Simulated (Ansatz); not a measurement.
# Graphene monolayer in a perpendicular field

What dipole does a perpendicular field induce in the graphene monolayer? A positive field points along +c.

Method: plane-wave DFT, PBE-D3(BJ), Ansatz PAW (set soft_1); PAW set soft_1, in Ansatz 0.2.0.

## Step 1: Set-up

The cell holds 2 atoms: 2 C. Cell: a = 2.467 Å, b = 2.467 Å, c = 31.000 Å, α = 90.0°, β = 90.0°, γ = 120.0°. Vacuum lies along c.

## Step 2: Relaxation

The starting cell is a guess, so the in-plane lattice and the atoms are relaxed first, with the slab cut off from its images along the normal.

File input.yaml:

```yaml
crystal:
  lattice:
    - [2.467, 0.0, 0.0]
    - [-1.2335, 2.1364846711, 0.0]
    - [0.0, 0.0, 31.0]
  atoms:
    - { symbol: C, position: [0.6666666667, 0.3333333333, 0.5] }
    - { symbol: C, position: [0.3333333333, 0.6666666667, 0.5] }
  periodic: [true, true, false]
kpoints:
  mp_grid: { grid: [18, 18, 1] }
hamiltonian:
  xc: pbe
  dispersion: d3bj
  pseudopotentials: { kind: paw, azcp: { folder: soft_1 } }
scf:
  occupations: { method: fermi_dirac, width: 0.05 }
  convergence: { dr2_threshold: 1.0e-09 }
relax:
  f_tol: 0.004
  max_steps: 90
  cell: {}
output:
  write_potential: true
  write_density: true
  volumetric_format: npy
```

Started as:

```
> ansatz run input.yaml --threads 2 --pin off --max-ram 3072MiB --backend cpu --events-out ev --progress --plain --runs-dir out
```

Numbers of over 12 decimals in the logs are rounded to 6 here.

The program printed:

```text
Warning: relax.cell: scf.convergence.dr2_threshold = 1e-9 eV is looser than the 2e-10 eV advised for a relaxation that steers and ends on the stress (1e-10 eV for each atom of the cell: 2). What an SCF threshold leaves in a stress goes as its square root, and in the free energy as the threshold itself, and one threshold admits the most on a small cell: [figures from the program's tests cut] Set scf.convergence.dr2_threshold to 2e-10 eV or tighter. The threshold is an SCF's pass mark: one that does not reach it within its budget of iterations ends unconverged, or closes short of it on a stop that the run arms, and scf.convergence.dr2_threshold's page says what that costs each kind of run
Engine: ansatz 0.2.0, aarch64-unknown-linux-gnu
Pseudopotentials: kind: paw
Pseudopotential: C, paw, valence charge 4, recommended cutoff 420 eV (normal), soft_1/C.paw.azcp
Functional definition: PBE
  parameter kappa = 0.804
  parameter beta = 0.066725
  exchange = pbe_x(kappa = kappa, mu = beta*pi^2/3)
  correlation = pbe_c(beta = beta)
Crystal: 2 atoms, lattice volume = 163.392 Å³
Basis set: ecut = 420 eV, 3073 PW (Γ), exchange–correlation on 36×36×432 points (8 copies of the dense FFT grid, shifted against one another)
Bands: 8, of which v1, the nominal top of the filled ones, is band 4 counted from 1 (3 counted from 0)
Symmetry: 24 space group operations
Space group: P6/mmm (ITA 191), of the structure as read, at distance tolerance 5.5e-5 Å
k-points: 37 of 324
Non-local potential: C, projectors of the file, l = 0: 2, l = 1: 2, l = 2: 1
PAW form: soft (Blöchl's): semilocal exchange-correlation on the pseudo side does not see the compensation charge
PAW one-centre angular grid: C, 110 points (default); XC on 64 Gauss nodes
Initial density: superposition of atomic densities (neutral atoms: chi_scale 0, normalization atom)
Initial wavefunctions: pseudopotential atomic-orbital guess
Functional: x = pbe(κ = 0.804, μ = 0.219515), c = pbe(β = 0.066725)
SCF iter   1: F=—  HF=-503.217647 eV  |F-HF|=—  |Δ(HF+E_count)|=         —  Δρ=4.20e-2  dr2=2.63e0  ethr=3.10e-3  ⟨swp⟩=10.4  Hψ=3382  notcnv=0
preconditioner: auto → LDOS  [metal: Δε(μ)=0.000 eV  Ē_g=18.575 eV  σ=0.050 eV  W_gap=0.00  n_scr=16 (ndim 8)  ℏωp=8.2 eV  f_vac=0.838  D(μ)=0.12/eV (n_scr^D=2)  β→1.0]
SCF iter   2: F=—  HF=-502.217610 eV  |F-HF|=—  |Δ(HF+E_count)|=    1.00e0  Δρ=1.43e-2  dr2=3.59e-1  ethr=3.10e-3  ⟨swp⟩=4.7  Hψ=1237  notcnv=0
SCF iter   3: F=—  HF=-502.061971 eV  |F-HF|=—  |Δ(HF+E_count)|=   1.56e-1  Δρ=8.68e-4  dr2=1.17e-3  ethr=3.10e-3  ⟨swp⟩=3.7  Hψ=1027  notcnv=0
SCF iter   4: F=—  HF=-502.061316 eV  |F-HF|=—  |Δ(HF+E_count)|=   6.55e-4  Δρ=8.17e-5  dr2=8.32e-6  ethr=1.47e-5  ⟨swp⟩=3.9  Hψ=813  notcnv=0
SCF iter   5: F=—  HF=-502.061348 eV  |F-HF|=—  |Δ(HF+E_count)|=   3.21e-5  Δρ=1.27e-5  dr2=2.46e-7  ethr=1.04e-7  ⟨swp⟩=2.9  Hψ=645  notcnv=0
SCF iter   6: F=—  HF=-502.061353 eV  |F-HF|=—  |Δ(HF+E_count)|=   5.80e-6  Δρ=1.09e-6  dr2=1.06e-9  ethr=1.25e-11  ⟨swp⟩=9.9  Hψ=2205  notcnv=0
SCF iter   7: F=-502.061353 eV  HF=-502.061353 eV  |F-HF|=4.13e-10  |Δ(HF+E_count)|=   9.74e-9  Δρ=2.05e-7  dr2=9.26e-11  ethr=1.25e-11  ⟨swp⟩=8.4  Hψ=1468  notcnv=0
SCF 1 converged in 7 iterations: F = -502.061353 eV  dr2 = 9.26e-11
  greatest PAW one-centre occupation: 0.673 electrons in one spin orbital (limit 2), on the C atom at site 1 (counted from 0), in its partial waves of l = 0
relax step   1: F+E_penalty+E_count = -502.06135350 eV  Δ(F+E_penalty+E_count) = +0.000e0 eV  max|allowed force component| = 5.366e-16 eV/Å  Δτ_max = 0.0000 Å  P = -0.223 N/m  Ω = 163.392 Å³  fix = [c, alpha, beta]  reactions: c -0.000 N/m  (7 SCF iters, accepted)
Crystal: 2 atoms, lattice volume = 163.286 Å³
Initial density: handed on by an earlier stage of this run
Initial wavefunctions: those handed on with the density
iter 1 solved again at ethr=1.07e-7 eV; its pass at ethr=3.10e-3 eV (dr2=8.58e-6 eV) is discarded
SCF iter   1: F=—  HF=-502.061383 eV  |F-HF|=—  |Δ(HF+E_count)|=         —  Δρ=6.79e-5  dr2=8.55e-6  ethr=1.07e-7  ⟨swp⟩=2.7  Hψ=2164  notcnv=0
preconditioner: auto → LDOS  [metal: Δε(μ)=0.000 eV  Ē_g=16.157 eV  σ=0.050 eV  W_gap=0.00  n_scr=16 (ndim 8)  ℏωp=8.2 eV  f_vac=0.858  D(μ)=0.12/eV (n_scr^D=2)  β→1.0]
SCF iter   2: F=—  HF=-502.061402 eV  |F-HF|=—  |Δ(HF+E_count)|=   1.90e-5  Δρ=2.67e-5  dr2=1.26e-6  ethr=1.07e-7  ⟨swp⟩=2.1  Hψ=567  notcnv=0
SCF iter   3: F=—  HF=-502.061409 eV  |F-HF|=—  |Δ(HF+E_count)|=   7.15e-6  Δρ=1.19e-6  dr2=2.14e-9  ethr=1.58e-8  ⟨swp⟩=2.9  Hψ=557  notcnv=0
SCF iter   4: F=-502.061409 eV  HF=-502.061409 eV  |F-HF|=4.77e-10  |Δ(HF+E_count)|=   4.53e-8  Δρ=1.37e-7  dr2=4.67e-11  ethr=1.25e-11  ⟨swp⟩=9.9  Hψ=1686  notcnv=0
SCF 2 converged in 4 iterations: F = -502.061409 eV  dr2 = 4.67e-11
relax step   2: F+E_penalty+E_count = -502.06140914 eV  Δ(F+E_penalty+E_count) = -5.564e-5 eV  max|allowed force component| = 1.480e-15 eV/Å  Δτ_max = 0.0000 Å  P = -0.083 N/m  Ω = 163.286 Å³  energy of the carried Pulay correction = +2.294e-5 eV  fix = [c, alpha, beta]  reactions: c -0.000 N/m  (4 SCF iters, accepted)
Crystal: 2 atoms, lattice volume = 163.223 Å³
iter 1 solved again at ethr=3.72e-8 eV; its pass at ethr=3.10e-3 eV (dr2=2.98e-6 eV) is discarded
SCF iter   1: F=—  HF=-502.061402 eV  |F-HF|=—  |Δ(HF+E_count)|=         —  Δρ=4.00e-5  dr2=2.97e-6  ethr=3.72e-8  ⟨swp⟩=2.6  Hψ=2194  notcnv=0
SCF iter   2: F=—  HF=-502.061426 eV  |F-HF|=—  |Δ(HF+E_count)|=   2.43e-5  Δρ=1.57e-5  dr2=4.35e-7  ethr=3.71e-8  ⟨swp⟩=2.2  Hψ=495  notcnv=0
SCF iter   3: F=—  HF=-502.061428 eV  |F-HF|=—  |Δ(HF+E_count)|=   1.99e-6  Δρ=6.31e-7  dr2=5.19e-10  ethr=1.25e-11  ⟨swp⟩=9.6  Hψ=2213  notcnv=0
SCF iter   4: F=-502.061428 eV  HF=-502.061428 eV  |F-HF|=1.00e-10  |Δ(HF+E_count)|=   2.59e-8  Δρ=3.97e-8  dr2=9.87e-13  ethr=6.48e-12  ⟨swp⟩=6.7  Hψ=1671  notcnv=0
SCF 3 converged in 4 iterations: F = -502.061428 eV  dr2 = 9.87e-13
relax step   3: F+E_penalty+E_count = -502.06142786 eV  Δ(F+E_penalty+E_count) = -1.871e-5 eV  max|allowed force component| = 4.811e-16 eV/Å  Δτ_max = 0.0000 Å  P = +0.000 N/m  Ω = 163.223 Å³  energy of the carried Pulay correction = +3.645e-5 eV  fix = [c, alpha, beta]  reactions: c +0.000 N/m  (4 SCF iters, accepted)
Initial wavefunctions: pseudopotential atomic-orbital guess (no wavefunctions were taken with the density)
iter 1 solved again at ethr=3.37e-7 eV; its pass at ethr=3.10e-3 eV (dr2=2.70e-5 eV) is discarded
SCF iter   1: F=—  HF=-502.061363 eV  |F-HF|=—  |Δ(HF+E_count)|=         —  Δρ=1.50e-6  dr2=3.94e-10  ethr=3.37e-7  ⟨swp⟩=5.0  Hψ=4299  notcnv=0
eigensolver tolerance schedule: the retry pair's looser diagonalisation over-reported the residual by 68494.26 of it (diagonalisation noise at an unbounded share of the residual, at the tolerance the schedule requests for it); recorded, not acted on — ethr = c·dr2/N_el stays at c = 1.0e-1
preconditioner: auto → LDOS  [metal: Δε(μ)=0.000 eV  Ē_g=16.154 eV  σ=0.050 eV  W_gap=0.00  n_scr=16 (ndim 8)  ℏωp=8.2 eV  f_vac=0.858  D(μ)=0.12/eV (n_scr^D=2)  β→1.0]
SCF iter   2: F=—  HF=-502.061392 eV  |F-HF|=—  |Δ(HF+E_count)|=   2.93e-5  Δρ=2.43e-7  dr2=2.60e-11  ethr=4.92e-12  ⟨swp⟩=18.0  Hψ=2893  notcnv=0
SCF iter   3: F=-502.061392 eV  HF=-502.061392 eV  |F-HF|=1.22e-11  |Δ(HF+E_count)|=  4.30e-11  Δρ=2.05e-8  dr2=3.38e-13  ethr=1.00e-12  ⟨swp⟩=6.2  Hψ=1584  notcnv=0
SCF 4 converged in 3 iterations: F = -502.061392 eV  dr2 = 3.38e-13
relax step   4: F+E_penalty+E_count = -502.06139235 eV  Δ(F+E_penalty+E_count) = +3.550e-5 eV  max|allowed force component| = 5.736e-16 eV/Å  Δτ_max = 0.0000 Å  P = -0.001 N/m  Ω = 163.223 Å³  fix = [c, alpha, beta]  reactions: c -0.000 N/m  stress off target by 1.25e-3 N/m on what of the cell is left free  SCF on the basis re-selected at this cell (its energy is not comparable with the rows above)  (3 SCF iters)
basis re-selected at this cell: Δ(F+E_penalty+E_count) = +3.550e-5 eV, ΔP = -0.001 N/m vs the last step (what re-selecting the basis moved, of the pressure what is left beyond the Pulay correction that the steps carried, after the strain that the cell walked since its last selection, with what the two solves' SCF thresholds leave and, on support functions, any second-order correction that the steps lacked; it is no m [...]
WARN: The output density's exchange-correlation potential varies sharply where the density is thin. Do not read a vacuum level from v_tot or v_xc, or from such a field of the output density. On a cell that repeats whose density bears no net charge and no dipole along the vacuum's axis use v_es (v_loc + v_h of the components); under efield.dipole_correction with no amplitude use v_es + v_field, which holds any externa [...]
SCF converged after 3 iterations
Free energy (F): -502.061392 eV
Harris-Foulkes:  -502.061392 eV  (|F-HF|=1.22e-11)
Internal energy: -502.060537 eV  (E = F + TS)
E sigma→0 (E₀):  -502.060964 eV
Entropy (-TS):   -0.000856 eV (-0.428 meV/atom)
Fermi energy:    -4.243342 eV
--- Per-component energies (eV) ---
  E_band       = -107.161798
  E_kinetic    = 176.906587
  E_local      = -8110.941412  (includes V_loc(G=0)·N_el)
  E_nonlocal   = 46.862701
  E_hartree    = 3955.623896
  E_xc         = -93.854101
  E_vxc        = -115.560156  (∫ρ·V_xc dr)
  E_paw        = -200.192559  (= ΣΔE_a)
  E_vpaw       = -15.677329  (= ΣTr[D̂ρ^β])
  E_aug_tail   = 0.000033  (compensation charges beyond the density's cutoff)
  E_ewald      = 3723.711443
  E_disp       = -0.177124  (pairwise vdW)
  E_smearing   = -0.000856  (= −TS)
  E_closure    = -0.000000  (closes the sum)
  Σ components = -502.061392   (vs F -502.061392, Δ=0.00e0)
--- Forces (eV/Å), atoms counted from 1 ---
  atom   1  C     -0.00000000     0.00000000    -0.00000000
  atom   2  C      0.00000000    -0.00000000     0.00000000
  max |Σ_I F_I| component: 3.70e-17 eV/Å
--- 2D stress c σ (N/m, compression-positive) ---
       -0.001249      -0.000000       0.000000
       -0.000000      -0.001249       0.000000
        0.000000       0.000000      -0.000000
  P = ½ c Tr σ = -0.0012 N/m
--- Band table (eV; the first three rows and the last of 37) ---
  k-point 0: bands = ["-23.7726", "-11.8685", "-7.2876", "-7.2876", "-0.9831", "-0.2200", "0.2268", "0.3454"]
  k-point 1: bands = ["-23.6998", "-11.7812", "-7.5858", "-7.4443", "-0.8842", "-0.1195", "0.3284", "0.4467"]
  k-point 2: bands = ["-23.4815", "-11.5202", "-8.4044", "-7.8607", "-0.5872", "0.1818", "0.6331", "0.7507"]
  k-point 36: bands = ["-16.8521", "-16.8521", "-14.8161", "-4.2433", "-4.2433", "6.3739", "8.6263", "8.6263"]
  the weakly bound empty levels are not read free of the cell's end (no_gap_told)
--- Relaxed structure (3 steps of the walk, 3 accepted, 1 SCFs on fresh bases) ---
  F+E_penalty+E_count = -502.06139235 eV   max|allowed force component| = 5.736e-16 eV/Å   (the final SCF, on the basis selected at the relaxed cell)
  cell:  # Å, volume = 163.2230 Å³
    - [2.465724, 0, 0]
    - [-1.232862, 2.135380, 0]
    - [0, 0, 31.0]
  atoms:
    - { symbol: C, position: [0.666667, 0.333333, 0.500000] }
    - { symbol: C, position: [0.333333, 0.666667, 0.500000] }
```

Run time: 9.1 s. Hardware: 2 threads of Arm Neoverse N1, shared host; peak memory 0.4 GiB.

Little changed from the start: no atom moved by 0.005 Å and no cell edge by 0.1 %.

Numbers from this step:

```
energy at zero smearing : -502.0610 eV
```

The lattice constant a goes from 2.467 to 2.466 Å.

[end of part 1 of 2]

[Logs are printed without paths, hosts, clocks, repeated set-up lines and the standing remarks that a program may print on its own settings, such as how far it seeks lower states.]

[Hosts, paths, dates, database ids (printed as entryN), source tags and the programs' standing remarks are cut or masked in the printed files.]

[Maps of the electrostatic potential energy from Ansatz leave out the sawtooth potential of an applied field or a dipole correction, so their vacuum need not be flat; planar profiles and work functions include it.]
